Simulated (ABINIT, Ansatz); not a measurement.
# A GW chain in ABINIT: F (C2/m)

Aim: the G0W0 gap of F (C2/m) on LDA, step by step.

Program: ABINIT 10.8.3. Level of theory: LDA and many-body steps on it, plane waves. Results are calculated unless marked as measured.

**1. The structure**

Symmetry: C2/m, No. 12, monoclinic system. The conventional cell has a = 5.301 Å, b = 3.035 Å, c = 7.047 Å, α = 90.00°, β = 107.37°, γ = 90.00°. F has 1 F at 1.41 Å nearest. Nearest to F lie 1 F at 1.41 Å.

The cell and positions are those that the Materials Project relaxed with its own functionals (PBE, PBE+U or r2SCAN), kept fixed.

**2. Ground state**

This step: ABINIT 10.8.3; DFT, LDA, plane waves, norm-conserving pseudopotentials.

The ground-state density comes first.

run.abi reads:

```
acell 3*1.0 Angstrom
rprim 
  2.650494272500 -1.517320773400 0.000000000000
  2.650494272500 1.517320773400 -0.000000000000
  -2.103423892600 -0.000000000000 6.726107507300
ntypat 1
znucl 9
natom 4
typat 1 1 1 1
xred 
  0.504495130000 0.504495130000 0.400850110000
  0.085358160000 0.085358160000 0.098603260000
  0.495504870000 0.495504870000 0.599149890000
  0.914641840000 0.914641840000 0.901396740000
pp_dirpath "pseudos"
pseudos "F.upf"
ecut 36
ngkpt 8 8 4
nshiftk 1
shiftk 0 0 0
kptopt 1
chksymbreak 0
nband 20
occopt 1
tolvrs 1e-10
nstep 60
prtwf 0
optforces 0
optstress 0
indata_prefix "in"
outdata_prefix "out"
tmpdata_prefix "tmp"
```

Launch:

```console
OMP_NUM_THREADS=1 mpirun -n 4 abinit run.abi > log
```

Numbers of over 12 decimals in the logs are rounded to 6 here.

Output:

```text
.Version 10.8.3 of ABINIT. v10.8.2 released Aug 2026.

 Symmetries : space group C2/m (# 12); Bravais mC (1-face-center monocl.)
================================================================================
 Values of the parameters that define the memory need of the present run
     intxc =       0    ionmov =       0      iscf =       7    lmnmax =       5
     lnmax =       5     mgfft =      72  mpssoang =       3    mqgrid =    3434
     natom =       4  nloc_mem =       1    nspden =       1   nspinor =       1
    nsppol =       1      nsym =       4    n1xccc =    2501    ntypat =       1
    occopt =       1   xclevel =       1
-    mband =          20        mffmem =           1         mkmem =          20
       mpw =        3790          nfft =       73728          nkpt =          78
================================================================================
  Rough estimation (10% accuracy) of disk space for files :
================================================================================

--------------------------------------------------------------------------------
------------- Echo of variables that govern the present computation ------------
--------------------------------------------------------------------------------
 -outvars: echo values of preprocessed input variables --------
            acell      1.8897261259E+00  1.8897261259E+00  1.8897261259E+00 Bohr

      chksymbreak           0
             ecut      3.60000000E+01 Hartree
-          fftalg         312

              ixc       -1012
              kpt      0.00000000E+00  0.00000000E+00  0.00000000E+00
                       1.25000000E-01  0.00000000E+00  0.00000000E+00
                       2.50000000E-01  0.00000000E+00  0.00000000E+00
                       3.75000000E-01  0.00000000E+00  0.00000000E+00
                       5.00000000E-01  0.00000000E+00  0.00000000E+00
                       1.25000000E-01  1.25000000E-01  0.00000000E+00
                       2.50000000E-01  1.25000000E-01  0.00000000E+00
                       3.75000000E-01  1.25000000E-01  0.00000000E+00
                       5.00000000E-01  1.25000000E-01  0.00000000E+00
   [... 39 further rows ...]
                      -3.75000000E-01  5.00000000E-01  2.50000000E-01
                      -2.50000000E-01  5.00000000E-01  2.50000000E-01
                       outvar_i_n : Printing only first  50 k-points.
         kptrlatt        8    0    0      0    8    0      0    0    4
          kptrlen      4.58771313E+01
P           mkmem          20
            natom           4
            nband          20
            ngfft          32      32      72
             nkpt          78
            nstep          60
             nsym           4
           ntypat           1
              occ      2.000000  2.000000  2.000000  2.000000  2.000000  2.000000
                       2.000000  2.000000  2.000000  2.000000  2.000000  2.000000
                       2.000000  2.000000  0.000000  0.000000  0.000000  0.000000
                       0.000000  0.000000
        optforces           0
        optstress           0
            prtwf           0
            rprim      2.6504942725E+00 -1.5173207734E+00  0.0000000000E+00
[...]
spgroup          12

           tolvrs      1.00000000E-10

             xred      5.0449513000E-01  5.0449513000E-01  4.0085011000E-01
[...]
znucl        9.00000

================================================================================

 chkinp: Checking input parameters for consistency.

================================================================================
== DATASET  1 ==================================================================
-   mpi_nproc: 4, omp_nthreads: 1 (-1 if OMP is not activated)

--- !DatasetInfo
iteration_state: {dtset: 1, }
dimensions: {natom: 4, nkpt: 78, mband: 20, nsppol: 1, nspinor: 1, nspden: 1, mpw: 3790, }
cutoff_energies: {ecut:  36.0, pawecutdg:  -1.0, }
electrons: {nelect:   2.80000000E+01, charge:   0.00000000E+00, occopt:   1.00000000E+00, tsmear:   1.00000000E-02, }

 Real(R)+Recip(G) space primitive vectors, cartesian coordinates (Bohr,Bohr^-1):
 R(1)=  5.0087083 -2.8673207  0.0000000  G(1)=  0.0998261 -0.1743788  0.0312182
 R(2)=  5.0087083  2.8673207  0.0000000  G(2)=  0.0998261  0.1743788  0.0312182
 R(3)= -3.9748951  0.0000000 12.7105011  G(3)=  0.0000000  0.0000000  0.0786751
 Unit cell volume ucvol=  3.6508558E+02 bohr^3
 Angles (23,13,12)=  1.05012474E+02  1.05012474E+02  5.95794353E+01 degrees

 getcut: wavevector=  0.0000  0.0000  0.0000  ngfft=  32  32  72
         ecut(hartree)=     36.000   => boxcut(ratio)=   2.00168

--- Pseudopotential description ------------------------------------------------
- F Generated using ONCVPSP code by D. R. Hamann
-  9.00000   7.00000  201202                  znucl, zion, pspdat
12 -1012 2 -1 824                             pspcod,pspxc,lmax,lloc,mmax
     nproj     2     2     1
  pspatm : epsatm=    4.94580260
         --- l  ekb(1:nproj) -->
[...]
2   -2.364936
 pspatm: atomic psp has been read  and splines computed

   5.53929891E+02                                ecore*ucvol(ha*bohr**3)
--------------------------------------------------------------------------------

_setup2: Arith. and geom. avg. npw (full set) are    3766.051    3766.042

================================================================================

--- !BeginCycle
iteration_state: {dtset: 1, }
solver: {iscf: 7, nstep: 60, nline: 4, wfoptalg: 0, }
tolerances: {tolvrs: 1.00E-10, }

     iter   Etot(hartree)      deltaE(h)  residm     vres2
 ETOT  1  -97.835018820037    -9.784E+01 2.227E-01 6.215E+01
 ETOT  2  -97.928358125135    -9.334E-02 1.570E-02 6.566E+00
 ETOT  3  -97.930586972082    -2.229E-03 8.658E-04 2.074E-01
 ETOT  4  -97.930690757726    -1.038E-04 4.972E-04 3.953E-02
 ETOT  5  -97.930695882502    -5.125E-06 3.966E-04 6.049E-03
 ETOT  6  -97.930696402651    -5.201E-07 5.003E-04 2.451E-03
 ETOT  7  -97.930696445184    -4.253E-08 2.472E-04 3.661E-04
 ETOT  8  -97.930696451180    -5.996E-09 2.256E-04 1.722E-04
 ETOT  9  -97.930696456980    -5.800E-09 8.325E-05 1.195E-06
 ETOT 10  -97.930696457034    -5.441E-11 1.259E-04 1.831E-08
 ETOT 11  -97.930696457035    -9.805E-13 4.920E-05 5.747E-10
 ETOT 12  -97.930696457036    -5.116E-13 1.147E-04 3.273E-11

 At SCF step   12       vres2   =  3.27E-11 < tolvrs=  1.00E-10 =>converged.

--- !ResultsGS
iteration_state: {dtset: 1, }
comment   : Summary of ground state results
lattice_vectors:
- [  5.0087083,  -2.8673207,   0.0000000, ]
- [  5.0087083,   2.8673207,  -0.0000000, ]
- [ -3.9748951,  -0.0000000,  12.7105011, ]
lattice_lengths: [   5.77137,    5.77137,   13.31753, ]
lattice_angles: [105.012, 105.012,  59.579, ] # degrees, (23, 13, 12)
lattice_volume:   3.6508558E+02
convergence: {deltae: -5.116E-13, res2:  3.273E-11, residm:  1.147E-04, diffor:  0.000E+00, }
etotal    :  -9.79306965E+01
entropy   :   0.00000000E+00
fermie    :  -1.47597402E-01
cartesian_stress_tensor: null
pressure_GPa: null
xred      :
- [  5.0450E-01,   5.0450E-01,   4.0085E-01,  F]
- [  8.5358E-02,   8.5358E-02,   9.8603E-02,  F]
- [  4.9550E-01,   4.9550E-01,   5.9915E-01,  F]
- [  9.1464E-01,   9.1464E-01,   9.0140E-01,  F]
cartesian_forces: null
force_length_stats: {min: null, max: null, mean: null, }

 Integrated electronic density in atomic spheres:
 ------------------------------------------------
 Atom  Sphere_radius  Integrated_density
[...]
4        2.00000          7.03623668
================================================================================

 ----iterations are completed or convergence reached----

 Mean square residual over all n,k,spin=   13.040E-08; max=  11.466E-05
 reduced coordinates (array xred) for    4 atoms
       0.504495130000      0.504495130000      0.400850110000
       0.085358160000      0.085358160000      0.098603260000
       0.495504870000      0.495504870000      0.599149890000
       0.914641840000      0.914641840000      0.901396740000
 rms dE/dt=  0.0000E+00; max dE/dt=  0.0000E+00; dE/dt below (all hartree)
    1       0.000000000000      0.000000000000      0.000000000000
    2       0.000000000000      0.000000000000      0.000000000000
    3       0.000000000000      0.000000000000      0.000000000000
    4       0.000000000000      0.000000000000      0.000000000000

 cartesian coordinates (angstrom) at end:
    1      1.831165     0.000000     2.696161
    2      0.245078    -0.000000     0.663216
    3      1.366399    -0.000000     4.029947
    4      2.952486     0.000000     6.062891
 length scales=  1.889726125908  1.889726125908  1.889726125908 bohr
              =  1.000000000000  1.000000000000  1.000000000000 angstroms
 prteigrs : about to open file out_EIG
 Fermi (or HOMO) energy (hartree) =  -0.14760   Average Vxc (hartree)=  -0.33855
 Eigenvalues (hartree) for nkpt=  78  k points:
 kpt#   1, nband= 20, wtk=  0.00391, kpt=  0.0000  0.0000  0.0000 (reduced coord)
  -1.06872   -1.06106   -0.83641   -0.81537   -0.41736   -0.37352   -0.27343   -0.27201
  -0.26890   -0.26735   -0.16488   -0.15688   -0.15613   -0.15038   -0.06820   -0.02303
   0.18924    0.26957    0.32200    0.54973
 prteigrs : prtvol=0 or 1, do not print more k-points.

--- !EnergyTerms
iteration_state     : {dtset: 1, }
comment             : Components of total free energy in Hartree
kinetic             :  6.29199005645808E+01
hartree             :  3.32906896475077E+01
xc                  : -2.10930540795065E+01
Ewald energy        : -5.61772268115315E+01
psp_core            :  1.51726040663670E+00
local_psp           : -1.08393137614668E+02
non_local_psp       : -9.99512857005471E+00
total_energy        : -9.79306964570356E+01
total_energy_eV     : -2.66483000663032E+03
band_energy         : -1.27661259686374E+01

== END DATASET(S) ==============================================================
================================================================================

 -outvars: echo values of variables after computation  --------
           etotal     -9.7930696457E+01
            nband          20
             nkpt          78
          spgroup          12
 [... the other variables as echoed above ...]

 Calculation completed.
```

Run time: 34 s. Hardware: 4 MPI ranks of Arm Neoverse V2, shared host; peak memory 0.4 GiB; 2.2 min of CPU time.

This step gave:

| Property | Result |
| --- | --- |
| total energy | -2664.8300 eV |
| gap | 2.161 eV |
| k of the valence top | 0.5, 0.5, 0 |
| k of the conduction bottom | 0, 0, 0 |
| least direct gap | 2.236 eV |

The gap is indirect, with the least direct gap 0.08 eV higher.

(Continued in part 2 of 3.)

[Paths, hosts, dates, memory and timing lines, banners, echoed tables and standing remarks are left out of the program output.]

[Logs are printed without paths, hosts, clocks, repeated set-up lines and the standing remarks that a program may print on its own settings, such as how far it seeks lower states.]

[Runs of the session that timed out or met a known fault of the program may be left out.]

[Hosts, paths, dates, database ids (printed as entryN), source tags and the programs' standing remarks are cut or masked in the printed files.]

[G0W0 gaps are taken among the corrected bands and points alone; a level outside them can change the order at an edge.]

[Where Ansatz stands beside ABINIT at settings called matched, ABINIT's density can come from a denser mesh and the files from another edition; pairs whose starting gaps differed by over 0.03 eV were left out, so agreement reads better than it is.]
